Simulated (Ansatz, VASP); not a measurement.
One calculation of W, two programs

```
W
1.0
     0.00000    2.03000    2.07060
     2.03000    0.00000    2.07060
     2.03000    2.03000    0.00000
W
1
Direct
  0.00000 0.00000 0.00000
```

Change from the starting cell: zz strain of +2 %.

Alike in both runs: task single point; functional LDA; k mesh 14 × 14 × 14; occupations fermi-dirac, width 0.05 eV; no spin polarisation.

|  | VASP | Ansatz |
| --- | --- | --- |
| version | VASP 6.6.1 | Ansatz 0.2.0 |
| potentials or method | VASP PAW LDA potentials, release 64 (W_sv), cutoff 520 eV | all-electron LAPW, scalar-relativistic |

|  | VASP | Ansatz | Ansatz less VASP |
| --- | --- | --- | --- |
| pressure (GPa) | -21.0 | -22.2 | -1.20 |
| largest component of the traceless stress (GPa) | 3.55 | 3.56 | +0.004 |

Ansatz ran all-electron here, so the differences hold the error of VASP's frozen core and of both bases.

Caveats: so large a pressure means that the cell lies far from this level's equilibrium, or that cutoff or potentials fall short (VASP). Spin-orbit coupling is left out, which matters for the levels of W.
